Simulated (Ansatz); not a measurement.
# As: the cost of one run

Program: Ansatz 0.2.0. Level of theory: DFT PBE, scalar-relativistic, plane waves, PAW. These are calculated values, not measurements.

## (1) Starting point

The structure is orthorhombic, space group Fddd (No. 70). The conventional cell has a = 4.811 Å, b = 5.366 Å, c = 6.852 Å, α = 90.00°, β = 90.00°, γ = 90.00°. As (site symmetry 222) has 4 As at 2.49 Å as nearest neighbours.

Coordinates:

```cif
data_structure
_symmetry_space_group_name_H-M 'Fddd:1'
_symmetry_Int_Tables_number 70
_cell_length_a 4.8109
_cell_length_b 5.3659
_cell_length_c 6.8523
_cell_angle_alpha 90.000
_cell_angle_beta 90.000
_cell_angle_gamma 90.000
_cell_volume 176.89
loop_
_atom_site_label
_atom_site_type_symbol
_atom_site_symmetry_multiplicity
_atom_site_Wyckoff_symbol
_atom_site_fract_x
_atom_site_fract_y
_atom_site_fract_z
_atom_site_occupancy
As1 As 8 a 0.00000 0.00000 0.00000 1
```

A structure generator made this guess: random cell by space group and Wyckoff sites (Fddd, No. 70). The dimensions are guesses.

## (2) Probe: one point on a coarse mesh

Input file input.yaml:

```yaml
crystal:
  lattice:
    - [0.0, 2.68296022, 3.4261282]
    - [2.40543161, 0.0, 3.4261282]
    - [2.40543161, 2.68296022, 0.0]
  atoms:
    - { symbol: As, position: [0.0, 0.0, 0.0] }
    - { symbol: As, position: [0.25, 0.25, 0.25] }
basis:
  ecutwfc: 420
kpoints:
  mp_grid: { grid: [6, 6, 6] }
hamiltonian:
  xc: pbe
scf:
  occupations: { method: gaussian, width: 0.1 }
  lower_state_search: "off"
output:
  forces: true
  stress: true
  eigenvalues: true
```

Command:

```console
ansatz run input.yaml --threads 1 --pin off --max-ram 2560MiB --backend cpu --events-out ev --progress --plain --runs-dir out
```

**Question.** How long does this run take on 1 thread of Arm Neoverse V2, shared host, and how much memory does it need?

About 1.9 s, with a peak of 0.31 GiB.
